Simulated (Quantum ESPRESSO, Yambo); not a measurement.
An input for Yambo 5.3.0 (BeTe (F-43m)):

```
HF_and_locXC
gw0
dyson
ppa
em1d
rim_cut
RandQpts= 1000000
RandGvec= 1 RL
EXXRLvcs= 88 Ry
VXCRLvcs= 352 Ry
Chimod= "HARTREE"
% BndsRnXp
 1 | 549 |
%
NGsBlkXp= 15.5 Ry
% LongDrXp
 1 | 1 | 1 |
%
% GbndRnge
 1 | 549 |
%
DysSolver= "n"
ExtendOut
PPAPntXp= 27.21138 eV
% QPkrange
 1 | 1 | 13 | 16 |
 7 | 7 | 13 | 16 |
%
```

```sh
OMP_NUM_THREADS=1 mpirun -n 4 yambo -F gw6.in -J gw6 -C gw6 > gw6.log
```

The stored states that it reads are on a 4×4×4 mesh. It takes space group F-43m (No. 216, cubic). The conventional cell has a = 5.663 Å, b = 5.663 Å, c = 5.663 Å, α = 90.00°, β = 90.00°, γ = 90.00°. Nearest to Be lie 4 Te at 2.45 Å. Te has 4 Be at 2.45 Å nearest. Farther neighbours and most contacts between anions are not listed.

Question: Estimate wall time and host memory on 4 MPI ranks of Arm Neoverse V2, shared host.

It took 8.5 min; on shared hardware allow 4.3 min to 17 min. Peak host memory was 3.3 GiB.

The screening grows as filled bands × empty bands × pairs of k points, times the square of the screening basis for the matrix.

[Paths, hosts, dates, memory and timing lines, banners, echoed tables and standing remarks are left out of the program output.]

[Logs are printed without paths, hosts, clocks, repeated set-up lines and the standing remarks that a program may print on its own settings, such as how far it seeks lower states.]

[Runs of the session that timed out or met a known fault of the program may be left out.]

[Hosts, paths, dates, database ids (printed as entryN), source tags and the programs' standing remarks are cut or masked in the printed files.]
